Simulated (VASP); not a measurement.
# Sb (I4/mmm) in VASP: a series of runs, part 2 of 2

VASP 6.6.1. Earlier steps stand in the parts before.

**5. Single point, r2SCAN**

INCAR

```
SYSTEM = Sb
PREC = Accurate
ENCUT = 600
EDIFF = 1E-6
ISMEAR = 0
SIGMA = 0.1
LREAL = .FALSE.
LASPH = .TRUE.
NELM = 100
ALGO = Normal
ISIF = 2
LWAVE = .FALSE.
LCHARG = .FALSE.
METAGGA = R2SCAN
LMIXTAU = .TRUE.
ADDGRID = .FALSE.
```

KPOINTS

```
regular mesh
0
G
  11 11 11
  0 0 0
```

POSCAR

```
Sb
1.0
   -1.5638750000      1.6131910000      2.7402030000
    1.6104090000     -1.5604430000      2.7365900000
    1.5281950000      1.5247630000     -2.7095380000
Sb
1
Direct
    0.0004760000      0.0218010000      0.0165680000
```

Potentials or basis: VASP PAW PBE potentials, release 64 (Sb).

Run with:

```bash
cat potpaw_PBE.64/Sb/POTCAR > POTCAR
mpirun -np 1 vasp_std > vasp.out
```

OUTCAR:

```text
SYSTEM = Sb
   PREC = Accurate
   ENCUT = 600
   EDIFF = 1E-6
   ISMEAR = 0
   LREAL = .FALSE.
   LASPH = .TRUE.
   NELM = 100
   ISIF = 2
   METAGGA = R2SCAN

 Found    666 irreducible k-points:

 Following reciprocal coordinates:
            Coordinates               Weight
  0.000000  0.000000  0.000000      1.000000
  0.090909  0.000000  0.000000      2.000000
  0.181818 -0.000000  0.000000      2.000000
  0.272727  0.000000 -0.000000      2.000000
  0.363636 -0.000000  0.000000      2.000000
  0.454545  0.000000 -0.000000      2.000000
   k-points           NKPTS =    666   k-points in BZ     NKDIM =    666   number of bands    NBANDS=      6
   number of dos      NEDOS =    301   number of ions     NIONS =      1
   total plane-waves  NPLWV =  21952
   dimension x,y,z NGX =    28 NGY =   28 NGZ =   28
   dimension x,y,z NGXF=    56 NGYF=   56 NGZF=   56
   ions per type =               1
   NGX,Y,Z   is equivalent  to a cutoff of  13.14, 13.16, 13.44 a.u.
   NGXF,Y,Z  is equivalent  to a cutoff of  26.27, 26.31, 26.87 a.u.
 SYSTEM =  Sb
   PREC   = accura    normal or accurate (medium, high low for compatibility)
   ISTART =      0    job   : 0-new  1-cont  2-samecut
   ICHARG =      2    charge: 1-file 2-atom 10-const
   ISPIN  =      1    spin polarized calculation?
   LNONCOLLINEAR =      F non collinear calculations
   LSORBIT =      F    spin-orbit coupling
   LASPH  =      T    aspherical Exc in radial PAW
   ENCUT  =  600.0 eV  44.10 Ry    6.64 a.u.   7.08  7.07  6.92*2*pi/ulx,y,z
   NELM   =    100;   NELMIN=  2; NELMDL= -5     # of ELM steps
   EDIFF  = 0.1E-05   stopping-criterion for ELM
   LREAL  =      F    real-space projection
   EDIFFG = 0.1E-04   stopping-criterion for IOM
   NSW    =      0    number of steps for IOM
   IBRION =     -1    ionic relax: 0-MD 1-quasi-New 2-CG
   NFREE  =      0    steps in history (QN), initial steepest desc. (CG)
   ISIF   =      2    stress and relaxation
   ISYM   =      2    0-nonsym 1-usesym 2-fastsym
   POTIM  = 0.5000    time-step for ionic-motion
   TEBEG  =    0.0;   TEEND  =   0.0 temperature during run
   PSTRESS=    0.0 pullay stress
   NELECT =       5.0000    total number of electrons
   NUPDOWN=      -1.0000    fix difference up-down
   EMIN   =  10.00;   EMAX   =-10.00  energy-range for DOS
   EFERMI =   0.00;   METHOD = LEGACY
   ISMEAR =     0;   SIGMA  =   0.10  broadening in eV -4-tet -1-fermi 0-gaus
   EFERMI_NEDOS =   21; number of points for ismear=-14 and -15
   IALGO  =     38    algorithm
   IMIX   =      4    mixing-type and parameters
     AMIX     =   0.40;   BMIX     =  1.00
     AMIX_MAG =   1.60;   BMIX_MAG =  1.00
  volume/ion in A,a.u.               =      26.96       181.95
  Fermi-wavevector in a.u.,A,eV,Ry     =   0.933573  1.764197 11.858272  0.871558
  Thomas-Fermi vector in A             =   2.060288
   LORBIT       =      0    0 simple, 1 ext, 2 COOP (PROOUT), +10 PAW based schemes
   METAGGA = R2SCAN    functional components
   LHFCALC =     F    Hartree Fock is set to
   AEXX    =    0.0000 exact exchange contribution
   IVDW    =     0    specifies the selected vdW correction
   LEPSILON=     F    determine dielectric tensor
   LRPA    =     F    only Hartree local field effects (RPA)
 non-spin polarized calculation
 Gauss-broadening in eV      SIGMA  =   0.10
  energy-cutoff  :      600.00
  volume of cell :       26.96
 maximum number of plane-waves:       916
   NGX = 15   NGY = 15   NGZ = 13

 number of electron       5.0000000 magnetization

 Free energy of the ion-electron system (eV)
  ---------------------------------------------------
  ext. energy  EPLUGINS =         0.00000000
  ---------------------------------------------------
  free energy    TOTEN  =       -25.26524094 eV

  energy without entropy =      -25.26104339  energy(sigma->0) =      -25.26314217

 E-fermi :   8.4733     XC(G=0): -10.7819

 val. band max:        8.4636714431   @ k =   0.0000   0.1818   0.4545
 cond. band min:       8.4757942458   @ k =   0.1818   0.1818   0.0000
 fundamental gap:      0.0121228027
 Fermi energy:         8.4733199565

 k-point     1 :       0.0000    0.0000    0.0000
  band No.  band energies     occupation
      1      -5.1379      2.00000
      2      13.1625      0.00000
      3      14.1966      0.00000
      4      14.2497      0.00000
      5      18.1024      0.00000
      6      19.3424      0.00000

 k-point     2 :       0.0909    0.0000    0.0000
  band No.  band energies     occupation
      1      -4.9654      2.00000
      2      12.2727      0.00000
      3      13.2012      0.00000
      4      14.1955      0.00000
      5      18.1353      0.00000
      6      18.6088      0.00000
[... 28 lines left out ...]
 k-point     6 :       0.4545    0.0000   -0.0000
  band No.  band energies     occupation
      1      -1.3833      2.00000
      2       2.6177      2.00000
      3      10.4319      0.00000
      4      14.3421      0.00000
      5      15.1286      0.00000
      6      19.1207      0.00000

 [... further k-points ...]

------------------------ aborting loop because EDIFF is reached ----------------------------------------

  FORCE on cell =-STRESS in cart. coord.  units (eV):
  Direction    XX          YY          ZZ          XY          YZ          ZX
  --------------------------------------------------------------------------------------
  -------------------------------------------------------------------------------------
  Total        0.1410563      0.1439800      0.2378217     -0.0319386      0.0147964     -0.0107800
  in kB        8.3821091      8.5558466     14.1322831     -1.8979174      0.8792566     -0.6405881
  external PRESSURE =      10.3567463 kB  Pullay stress =       0.0000000 kB

 VOLUME and BASIS-vectors are now :
 -----------------------------------------------------------------------------
  energy-cutoff  :      600.00
  volume of cell :       26.96
      direct lattice vectors                 reciprocal lattice vectors
    -1.563875000  1.613191000  2.740203000     0.002055809  0.316948054  0.179518554
     1.610409000 -1.560443000  2.736590000     0.317083613  0.001847581  0.179876686
     1.528195000  1.524763000 -2.709538000     0.322328449  0.322401118 -0.005843793

 POSITION                                       TOTAL-FORCE (eV/Angst)
 -----------------------------------------------------------------------------------
      0.05968     -0.00799      0.01607         0.000000      0.000000     -0.000000
 -----------------------------------------------------------------------------------
    total drift:                                0.000000      0.000000     -0.000000

  FREE ENERGIE OF THE ION-ELECTRON SYSTEM (eV)
  ---------------------------------------------------
  free  energy   TOTEN  =       -25.2652409419 eV

  energy  without entropy=      -25.2610433902  energy(sigma->0) =      -25.26314217
```

OSZICAR:

```text
N       E                     dE             d eps       ncg     rms          rms(c)
DAV:   1    -0.123187596144E+02   -0.12319E+02   -0.19014E+03  8028   0.651E+02
DAV:   2    -0.256594042604E+02   -0.13341E+02   -0.12728E+02 11448   0.820E+01
DAV:   3    -0.258831447472E+02   -0.22374E+00   -0.22126E+00  9534   0.114E+01
DAV:   4    -0.258840551831E+02   -0.91044E-03   -0.91000E-03 11232   0.941E-01
DAV:   5    -0.258840584344E+02   -0.32513E-05   -0.32509E-05  9918   0.425E-02    0.152E+00
DAV:   6    -0.251513089213E+02    0.73275E+00   -0.12704E-01  8592   0.353E+00    0.983E-01
DAV:   7    -0.252975116794E+02   -0.14620E+00   -0.11499E-01  7992   0.310E+00    0.172E-01
DAV:   8    -0.252643951011E+02    0.33117E-01   -0.58091E-02  8256   0.230E+00    0.752E-02
DAV:   9    -0.252645750585E+02   -0.17996E-03   -0.46322E-04 10752   0.219E-01    0.933E-02
DAV:  10    -0.252630594657E+02    0.15156E-02   -0.97014E-04  8088   0.317E-01    0.362E-02
DAV:  11    -0.252649906600E+02   -0.19312E-02   -0.13109E-03  8280   0.390E-01    0.314E-02
DAV:  12    -0.252649511060E+02    0.39554E-04   -0.10574E-04  8394   0.102E-01    0.249E-02
DAV:  13    -0.252649801573E+02   -0.29051E-04   -0.50687E-06 10866   0.233E-02    0.234E-02
DAV:  14    -0.252650103786E+02   -0.30221E-04   -0.11943E-05  8046   0.401E-02    0.241E-02
DAV:  15    -0.252652350661E+02   -0.22469E-03   -0.17933E-04  8010   0.174E-01    0.404E-03
DAV:  16    -0.252652410914E+02   -0.60253E-05   -0.90028E-06 10092   0.363E-02    0.376E-03
DAV:  17    -0.252652409419E+02    0.14949E-06   -0.26589E-07  4320   0.524E-03
   1 F= -.25265241E+02 E0= -.25263142E+02  d E =-.419755E-02
```

stdout:

```text
POSCAR found type information on POSCAR Sb
 POSCAR found :  1 types and       1 ions
 scaLAPACK will be used
 -----------------------------------------------------------------------------
|                                                                             |
|                                                                             |
|     You enforced a specific xc type in the INCAR file but a different       |
|     I HOPE YOU KNOW WHAT YOU ARE DOING!                                     |
|                                                                             |
 -----------------------------------------------------------------------------

 LDA part: xc-table for (None), standard interpolation
 POSCAR, INCAR and KPOINTS ok, starting setup
 FFT: planning ... GRIDC
 FFT: planning ... GRID_SOFT
 FFT: planning ... GRID
 WAVECAR not read
 entering main loop
```

Run time: 4.2 min. Hardware: 1 thread of Intel Xeon 6975P-C (Granite Rapids), shared host; peak memory 0.29 GiB.

The run converged, but some of its settings lie outside the range that counts as converged, so its numbers aren't taken as properties of the crystal.

Results:

```
Free energy            : -25.2652 eV
Pressure               : 1.0 GPa
Band gap on the k mesh : none (metal or under the smearing width)
```

Caveat: the PAW data sets were made with another functional, which shifts forces and pressure a little.

**6. For comparison**

An earlier run on the cell as given: functional PBEsol; potentials or basis VASP PAW PBE potentials, release 64 (Sb); cutoff 520 eV; k mesh 12 × 12 × 12; occupations fermi-dirac, width 0.05 eV; no spin polarisation.

* Pressure: -1.3 GPa
* Band gap on the k mesh: none (metal or under the smearing width)
